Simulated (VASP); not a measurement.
Here is a VASP 6.6.1 calculation.

The input run.py:

```python
from ase.calculators.vasp import Vasp
from ase.dft.bandgap import bandgap
from ase.io import read

atoms = read('PbS.xyz')
calc = Vasp(
    directory='calc',
    xc='rpbe',
    pp='PBE',
    setups='minimal',
    prec='Accurate',
    encut=500,
    ediff=1e-07,
    ismear=0,
    sigma=0.02,
    lreal=False,
    lasph=True,
    nelm=80,
    algo='Normal',
    isif=2,
    lwave=False,
    lcharg=False,
    kpts=[8, 8, 8],
    gamma=True,
)
atoms.calc = calc

print('energy (eV):', atoms.get_potential_energy())
print('free energy (eV):', atoms.get_potential_energy(force_consistent=True))
print('forces (eV/A):')
print(atoms.get_forces())
print('stress (eV/A^3, Voigt):', atoms.get_stress())
print('Fermi level (eV):', calc.get_fermi_level())
gap, top, bottom = bandgap(calc)
print('band gap (eV):', gap, 'from (spin, k, band)', top, 'to', bottom)
```

PbS.xyz

```xyz
2
Lattice="2.1126617058 1.2197458045 3.4519162518 -2.1126617058 1.2197458045 3.4519162518 0.0000000000 -2.4394916091 3.4519162518" Properties=species:S:1:pos:R:3 pbc="T T T"
Pb     0.0000000000     -0.0000000001     10.1544928558
S      0.0000000000      0.0000000000      4.9193488057
```

Potentials or basis: VASP PAW PBE potentials, release 64 (Pb, S).

Launch:

```console
$ python run.py
```

Estimate the pressure.

2.4 GPa.

Estimate the band gap on the k mesh.

0.56 eV, direct.

What does it give for the largest force?

0.028 eV/Å.

Forces on the atoms (eV/Å):
```
Pb   0.000  0.000 -0.028
S    0.000  0.000  0.028
```

Caveat: the PAW data sets were made with another functional, which shifts forces and pressure a little; spin-orbit coupling is left out, which as a rule narrows the gap of such compounds by several tenths of an eV. A k mesh can miss the band edges.
